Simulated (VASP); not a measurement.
# InPd (Pm-3m) in VASP: notebook, part 2 of 2

VASP 6.6.1. Earlier steps stand in the parts before.

### 4 Band structure, PBE

Contents of INCAR:

```
SYSTEM = InPd
PREC = Accurate
ENCUT = 500
EDIFF = 1E-7
ISMEAR = -1
SIGMA = 0.05
LREAL = .False.
LASPH = .True.
NELM = 100
ALGO = Fast
ISIF = 2
LWAVE = .False.
LCHARG = .False.
LMAXMIX = 4
GGA = PE
NBANDS = 14
```

Contents of KPOINTS:

```
Automatic mesh
0
Gamma
  8 8 8
  0 0 0
```

Contents of POSCAR:

```
InPd
1.0
    3.2718847800      0.0000000000      0.0000000000
    0.0000000000      3.2718847800      0.0000000000
    0.0000000000      0.0000000000      3.2718847800
In Pd
1 1
Direct
    0.0000000000      0.0000000000      0.0000000000
    0.5000000000      0.5000000000      0.5000000000
```

Contents of KPOINTS_OPT:

```
path GXMGRX,MR
15
line-mode
reciprocal
 0.0000000000  0.0000000000  0.0000000000  G
 0.0000000000  0.5000000000  0.0000000000  X

 0.0000000000  0.5000000000  0.0000000000  X
 0.5000000000  0.5000000000  0.0000000000  M

 0.5000000000  0.5000000000  0.0000000000  M
 0.0000000000  0.0000000000  0.0000000000  G

 0.0000000000  0.0000000000  0.0000000000  G
 0.5000000000  0.5000000000  0.5000000000  R

 0.5000000000  0.5000000000  0.5000000000  R
 0.0000000000  0.5000000000  0.0000000000  X

 0.5000000000  0.5000000000  0.0000000000  M
 0.5000000000  0.5000000000  0.5000000000  R
```

Potentials or basis: VASP PAW PBE potentials, release 64 (In, Pd).

Command:

```bash
cat potpaw_PBE.64/In/POTCAR potpaw_PBE.64/Pd/POTCAR > POTCAR
mpirun -np 1 vasp_std > vasp.out
```

OUTCAR:

```text
SYSTEM = InPd
   PREC = Accurate
   ENCUT = 500
   EDIFF = 1E-7
   ISMEAR = -1
   LREAL = .False.
   LASPH = .True.
   NELM = 100
   ISIF = 2
   GGA = PE

 ion  position               nearest neighbor table
   1  0.000  0.000  0.000-   2 2.83   2 2.83   2 2.83   2 2.83   2 2.83   2 2.83   2 2.83   2 2.83

   2  0.500  0.500  0.500-   1 2.83   1 2.83   1 2.83   1 2.83   1 2.83   1 2.83   1 2.83   1 2.83

  LATTYP: Found a simple cubic cell.
 ALAT       =     3.2718847800

  Lattice vectors:

 A1 = (   3.2718847800,   0.0000000000,   0.0000000000)
 A2 = (   0.0000000000,   3.2718847800,   0.0000000000)
 A3 = (   0.0000000000,   0.0000000000,   3.2718847800)

Analysis of symmetry for initial positions (statically):
=====================================================================
 Subroutine PRICEL returns:
 Original cell was already a primitive cell.

 Routine SETGRP: Setting up the symmetry group for a
 simple cubic supercell.

 Subroutine GETGRP returns: Found 48 space group operations
 (whereof 48 operations were pure point group operations)
 out of a pool of 48 trial point group operations.

[... 178 lines left out ...]
      6       6.3621      2.00000
      7      12.8835      0.00000
      8      12.8835      0.00000
      9      12.8835      0.00000
     10      18.1113      0.00000
     11      18.7982      0.00000
     12      18.7982      0.00000
     13      24.7112      0.00000
     14      24.7112      0.00000
[... 377 lines left out ...]
      1       2.5057      2.00000
      2       4.6606      2.00000
      3       5.0745      2.00000
      4       5.4841      2.00000
      5       6.3684      2.00000
      6       7.0715      2.00000
      7       7.6131      2.00000
      8      10.9099      0.00000
      9      12.1670      0.00000
     10      16.4691      0.00000
     11      18.4726      0.00000
     12      19.6471      0.00000
     13      21.6664      0.00000
     14      24.0046      0.00000

 [... further k-points ...]

------------------------ aborting loop because EDIFF is reached ----------------------------------------

  FORCE on cell =-STRESS in cart. coord.  units (eV):
  Direction    XX          YY          ZZ          XY          YZ          ZX
  --------------------------------------------------------------------------------------
  -------------------------------------------------------------------------------------
  Total        0.7132618      0.7132618      0.7132618     -0.0000000      0.0000000     -0.0000000
  in kB       32.6261279     32.6261279     32.6261279     -0.0000000      0.0000000     -0.0000000
  external PRESSURE =      32.6261279 kB  Pullay stress =       0.0000000 kB

 VOLUME and BASIS-vectors are now :
 -----------------------------------------------------------------------------
  energy-cutoff  :      500.00
  volume of cell :       35.03
      direct lattice vectors                 reciprocal lattice vectors
     3.271884780  0.000000000  0.000000000     0.305634234  0.000000000  0.000000000
     0.000000000  3.271884780  0.000000000     0.000000000  0.305634234  0.000000000
     0.000000000  0.000000000  3.271884780     0.000000000  0.000000000  0.305634234

 POSITION                                       TOTAL-FORCE (eV/Angst)
 -----------------------------------------------------------------------------------
      0.00000      0.00000      0.00000         0.000000      0.000000      0.000000
      1.63594      1.63594      1.63594         0.000000      0.000000      0.000000
 -----------------------------------------------------------------------------------
    total drift:                                0.000000     -0.000000     -0.000000

  FREE ENERGIE OF THE ION-ELECTRON SYSTEM (eV)
  ---------------------------------------------------
  free  energy   TOTEN  =        -8.7877951910 eV

  energy  without entropy=       -8.7778689842  energy(sigma->0) =       -8.78283209
```

OSZICAR:

```text
N       E                     dE             d eps       ncg     rms          rms(c)
DAV:   1     0.536117035746E+02    0.53612E+02   -0.55060E+03   988   0.764E+02
DAV:   2    -0.773081990040E+01   -0.61343E+02   -0.56247E+02  1148   0.165E+02
DAV:   3    -0.900913277698E+01   -0.12783E+01   -0.12757E+01  1238   0.241E+01
[... 31 lines left out ...]
DAV:   8     0.227570149207E+04   -0.38550E-07      996
       N       E                     dE             ncg
DAV:   1     0.107821371071E+05   -0.76108E+04      568
DAV:   2     0.974219532597E+04   -0.10399E+04      650
DAV:   3     0.972205966415E+04   -0.20136E+02      680
DAV:   4     0.972195649084E+04   -0.10317E+00      722
DAV:   5     0.972195471336E+04   -0.17775E-02      722
DAV:   6     0.972195467551E+04   -0.37854E-04      754
DAV:   7     0.972195467487E+04   -0.63581E-06      666
DAV:   8     0.972195467486E+04   -0.12165E-07      544
```

Run time: 10 s. Hardware: 1 thread of Intel Xeon 6975P-C (Granite Rapids), shared host; peak memory 0.15 GiB.

What came out:

| Item | Value |
| --- | --- |
| Free energy | -8.7878 eV |
| Pressure | 3.3 GPa |
| Band gap along the path | none (metal or under the smearing width) |

Levels at the corners of the path, in eV from the Fermi level:
```tsv
point	band 2	band 3	band 4	band 5	band 6	band 7	band 8	band 9	band 10	band 11
Γ	-3.78	-3.78	-2.20	-2.20	-2.20	4.32	4.32	4.32	9.55	10.23
X	-5.93	-3.73	-3.18	-3.18	-2.27	-1.03	9.56	9.69	9.69	10.44
X	-5.93	-3.73	-3.18	-3.18	-2.27	-1.03	9.56	9.69	9.69	10.44
M	-3.46	-2.63	-2.63	-2.24	-2.24	-1.62	1.58	2.56	9.62	11.41
M	-3.46	-2.63	-2.63	-2.24	-2.24	-1.62	1.58	2.56	9.62	11.41
Γ	-3.78	-3.78	-2.20	-2.20	-2.20	4.32	4.32	4.32	9.55	10.23
Γ	-3.78	-3.78	-2.20	-2.20	-2.20	4.32	4.32	4.32	9.55	10.23
R	-4.79	-4.79	-1.58	-1.58	0.09	3.88	3.88	3.88	4.50	4.50
R	-4.79	-4.79	-1.58	-1.58	0.09	3.88	3.88	3.88	4.50	4.50
X	-5.93	-3.73	-3.18	-3.18	-2.27	-1.03	9.56	9.69	9.69	10.44
M	-3.46	-2.63	-2.63	-2.24	-2.24	-1.62	1.58	2.56	9.62	11.41
R	-4.79	-4.79	-1.58	-1.58	0.09	3.88	3.88	3.88	4.50	4.50
```

Caveat: spin-orbit coupling is left out, which moves the levels of the heavy elements.

### 5 For comparison

An earlier run on the cell as given: functional PBE; potentials or basis VASP PAW PBE potentials, release 64 (In_d, Pd); cutoff 520 eV; k mesh 8 × 8 × 8; occupations fermi-dirac, width 0.05 eV; no spin polarisation.

* Pressure: 3.7 GPa
* Band gap on the k mesh: none (metal or under the smearing width)

### 6 Overview

| task | level | potentials or basis | cutoff (eV) | pressure (GPa) |
| --- | --- | --- | --- | --- |
| band structure | BLYP | VASP PAW PBE potentials, release 64 (In_d, Pd) | 520 | - |
| band structure | PW91 | VASP PAW PBE potentials, release 64 (In_d, Pd) | 520 | 4.2 |
| band structure | PBE | VASP PAW PBE potentials, release 64 (In, Pd) | 500 | 3.3 |
| single point | PBE | VASP PAW PBE potentials, release 64 (In_d, Pd) | 520 | 3.7 |

Alike in all rows: no spin polarisation; cell as given; k mesh 8 × 8 × 8; smearing fermi-dirac 0.05 eV.

Caveats: spin-orbit coupling is left out, which moves the levels of the heavy elements (some runs); the PAW data sets were made with another functional, which shifts forces and pressure a little (some runs).

Absolute energies hang on the potentials; compare differences alone.
